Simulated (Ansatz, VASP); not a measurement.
One calculation of In, two programs

```
In
1.0
    -1.65735    1.65735    2.52222
     1.65735   -1.65735    2.52222
     1.65735    1.65735   -2.52222
In
1
Direct
  0.00000 0.00000 0.00000
```

Alike in both runs: task single point; functional PBE; k mesh 11 × 11 × 11; occupations fermi-dirac, width 0.05 eV; no spin polarisation.

|  | VASP | Ansatz |
| --- | --- | --- |
| version | VASP 6.6.1 | Ansatz 0.2.0 |
| potentials or method | VASP PAW PBE potentials, release 64 (In_d) | Ansatz PAW |
| plane-wave cutoff (eV) | 520 | 420 |
| valence electrons in the cell | 13 | 13 |

|  | VASP | Ansatz | Ansatz less VASP |
| --- | --- | --- | --- |
| gap on the k mesh at the Fermi level (eV) | none | none | - |
| pressure (GPa) | -0.3 | -0.2 | +0.04 |

A gap of «none» marks a metal or a gap that the smearing closes. The functional is the same, so the differences come from potentials, cutoffs and numerics.
